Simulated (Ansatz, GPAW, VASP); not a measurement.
# AlRu: 3 runs at one level of theory

```
Ru Al
1.0
     2.99160    0.00000    0.00000
     0.00000    2.99160    0.00000
     0.00000    0.00000    2.99160
Ru Al
1 1
Direct
  0.50000 0.50000 0.50000
  0.00000 0.00000 0.00000
```

Alike in all runs: task single point; functional PBE; k mesh 9 × 9 × 9; occupations gaussian, width 0.1 eV; no spin polarisation; no spin-orbit coupling. Pressure is positive in compression and, in plane waves, holds the error of the finite cutoff.

```tsv
program and potentials	plane-wave cutoff (eV)	notes	pressure (GPa)
GPAW, GPAW PAW data sets (gpaw-data 1.2.1)	600	9.5 valence electrons an atom on average	3.18
VASP, PBE PAW files Al, Ru, 500 eV	500	5.5 valence electrons an atom on average	2.58
Ansatz, all-electron LAPW, scalar-relativistic	-	-	2.46
```

The pressure spans 2.46 (Ansatz, all-electron LAPW, scalar-relativistic) to 3.18 GPa (GPAW, GPAW PAW data sets (gpaw-data 1.2.1)), with all-electron results at 2.46.

Differences between rows come from potentials, basis sets and numerical settings, since the functional is the same but for its coding. Runs on potential files found faulty are left out.
